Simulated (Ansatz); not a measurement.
Ribbons are cut from the relaxed Ge monolayer (P-3m1, bond 2.43 Å, gap on the mesh 0.00 eV); N counts dimer lines (armchair) or zigzag chains, and the edge energy is per length, the mean of both edges over the sheet.

These are results of DFT PBE, scalar-relativistic, plane waves, PAW in Ansatz, not measurements.

Cutoff 420 eV; k points 1×1×22 on the computed 8-atom cell (Γ-centred); Gaussian smearing, width 0.05 eV; collinear spin from starting moments 0 0 0 1 1 0 0 0 μB.

Start (zigzag, N = 4, edge spins started parallel):

```
Ge
1.0
    20.70000    0.00000    0.00000
     0.00000   10.00000    0.00000
     0.00000    0.00000    4.04383
Ge
8
Direct
  0.27442 0.46610 0.00000
  0.44361 0.46610 0.50000
  0.61279 0.46610 0.00000
  0.78197 0.46610 0.50000
  0.21803 0.53390 0.50000
  0.38721 0.53390 0.00000
  0.55639 0.53390 0.50000
  0.72558 0.53390 0.00000
```

Give the relaxed structure and its energy.

The free energy falls by 2 meV/atom.

* edge energy (eV/Å): 0.240
* period (Å): 4.032
* gap on the mesh (eV): 0
* highest filled level or Fermi level under vacuum (eV): 4.54
* size of the moment (μB per cell): 0.74

Relaxed structure:
```xyz
8
Lattice="20.7000 0.0000 0.0000 0.0000 10.0000 0.0000 0.0000 0.0000 4.0322" Properties=species:S:1:pos:R:3 pbc="T T T"
Ge    5.6426    4.6195    0.0000
Ge    9.1857    4.6103    2.0161
Ge   12.6954    4.7575    0.0000
Ge   16.2212    4.6191    2.0161
Ge    4.4788    5.3809    2.0161
Ge    8.0046    5.2425    4.0322
Ge   11.5143    5.3897    2.0161
Ge   15.0574    5.3805    0.0000
```

Time: 9.2 min on 4 threads of Intel(R) Xeon(R) Platinum 8259CL CPU @ 2.50GHz (Skylake/Cascade Lake) (shared host), peak memory 2.3 GiB.